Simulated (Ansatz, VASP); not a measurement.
ZnO (pbe): VASP beside Ansatz

```xyz
4
Lattice="3.2799 0.0000 0.0000 -1.6400 2.8405 0.0000 0.0000 0.0000 5.2942" Properties=species:S:1:pos:R:3 pbc="T T T"
Zn    0.0000    1.8937    0.0104
Zn    1.6400    0.9468    2.6575
O     0.0000    1.8937    2.0173
O     1.6400    0.9468    4.6644
```

Alike in both runs: functional PBE; k mesh 9 × 9 × 6; occupations gaussian, width 0.02 eV; no spin polarisation.

Ansatz relaxed the structure, and its values are those at the end. VASP's run is a single point on that final structure, the one shown.

```csv
,VASP,Ansatz
version,VASP 6.6.1,Ansatz 0.2.0
potentials or method,"VASP PAW PBE potentials, release 64 (Zn, O)","scalar-relativistic, plane waves, PAW"
plane-wave cutoff (eV),520,420
valence electrons in the cell,36,36
```

VASP gave:

- gap on the k mesh at the Fermi level (eV): 0.73
- least direct gap on the mesh (eV): 0.73
- pressure (GPa): 0.8

Task: What did Ansatz give for the same quantities?

Result: gap on the k mesh at the Fermi level (eV): 0.74; least direct gap on the mesh (eV): 0.74; pressure (GPa): 0.0.
